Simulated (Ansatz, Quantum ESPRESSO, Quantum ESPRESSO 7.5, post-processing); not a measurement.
# Ballistic transmission: 4 layers of Na in Ca(100), on the host's sites

Aim: the zero-bias transmission with pwcond for this junction: 4 layers of Na in Ca(100), on the host's sites.

Method: plane-wave DFT, PBE, GBRV ultrasoft pseudopotentials (cross-check by Ansatz 0.2.0 with PAW datasets), in Quantum ESPRESSO 7.5.

## Step 1: Starting point

The cell holds 16 atoms: 12 Ca and 4 Na. Its edges and angles: a = 3.903 Å, b = 3.903 Å, c = 42.846 Å, α = 90.0°, β = 90.0°, γ = 90.0°. It derives from Ca. Regions: left lead, 6 atoms (6 Ca); channel, 4 atoms (4 Na); right lead, 6 atoms (6 Ca). The structure is stacked along c, and the current runs across the ab planes.

## Step 2: Ground state

One periodic cell holds a stretch of lead, the junction and more lead; the atoms stay as built.

scf.in

```
&control
  prefix = 'scf'
  outdir = './out'
  pseudo_dir = './pseudo'
  calculation = 'scf'
  tprnfor = .true.
/
&system
  ibrav = 0
  nat = 16
  ntyp = 2
  ecutwfc = 40
  ecutrho = 200
  occupations = 'smearing'
  smearing = 'mv'
  degauss = 0.01
/
&electrons
  conv_thr = 1e-07
  mixing_beta = 0.25
  electron_maxstep = 120
  mixing_mode = 'local-TF'
/
ATOMIC_SPECIES
  Ca  40.0780  ca_pbe_v1.uspp.F.UPF
  Na  22.9898  na_pbe_v1.5.uspp.F.UPF
CELL_PARAMETERS angstrom
  3.90322943214974 0.00000000000000 0.00000000000000
  0.00000000000000 3.90322943214974 0.00000000000000
  0.00000000000000 0.00000000000000 42.84589792060491
ATOMIC_POSITIONS crystal
  Ca  0.000000000000 0.000000000000 0.000000000000
  Ca  0.500000000000 0.500000000000 0.064416901826
  Ca  0.000000000000 0.000000000000 0.128833803652
  Ca  0.500000000000 0.500000000000 0.193250705478
  Ca  0.000000000000 0.000000000000 0.257667607304
  Ca  0.500000000000 0.500000000000 0.322084509130
  Na  0.000000000000 0.000000000000 0.382667607304
  Na  0.500000000000 0.500000000000 0.439416901826
  Na  0.000000000000 0.000000000000 0.496166196348
  Na  0.500000000000 0.500000000000 0.552915490870
  Ca  0.000000000000 0.000000000000 0.613498589044
  Ca  0.500000000000 0.500000000000 0.677915490870
  Ca  0.000000000000 0.000000000000 0.742332392696
  Ca  0.500000000000 0.500000000000 0.806749294522
  Ca  0.000000000000 0.000000000000 0.871166196348
  Ca  0.500000000000 0.500000000000 0.935583098174
K_POINTS automatic
  6 6 1 0 0 0
```

Started as:

```sh
> OMP_NUM_THREADS=1 mpirun -n 4 pw.x -nk 2 -in scf.in > scf.out
```

Planned after this: transmission with pwcond.x; transmission with pwcond.x, with ewind = 1.0; the same in Ansatz; all levels side by side; A check by hand. Settings of the main run: cutoff 40 Ry, smearing, Marzari-Vanderbilt smearing, smearing width 0.01 Ry, SCF threshold 1.00e-7 Ry, gbrv-pbe-1.5 potentials, 6×6×1 k-mesh, mpi ranks 4, pools 2, omp threads 1, 4 layers.

Q: Predict the conductance from T at the Fermi level, a cell (G₀ = 2e²/h); and the same conductance by Ansatz.

The junction conducts 0.557 G₀ a cell at the Fermi level (PBE, GBRV ultrasoft). At the Fermi level the junction passes 51 % of what the leads offer. At the Fermi level pwcond and Ansatz differ by 0.062 %, a close match.

* conductance from T at the Fermi level, a cell (G₀ = 2e²/h): 0.557 G₀
* conductance per area: 283 S/μm²
* lead channels per spin: 1.10
* the same conductance by Ansatz: 0.557 G₀

The mean rests on 21 distinct points, the heaviest weighing 0.08, and the mesh was not tested, so even the second digit is unsure. Over -0.4 to 0.4 eV, T lies between 0.56 and 0.65 per spin. The geometry is as built, not relaxed, and the leads are short.

[Logs are printed without paths, hosts, clocks, repeated set-up lines and the standing remarks that a program may print on its own settings, such as how far it seeks lower states.]

[Hosts, paths, dates, database ids (printed as entryN), source tags and the programs' standing remarks are cut or masked in the printed files.]

[Maps of the electrostatic potential energy from Ansatz leave out the sawtooth potential of an applied field or a dipole correction, so their vacuum need not be flat; planar profiles and work functions include it.]
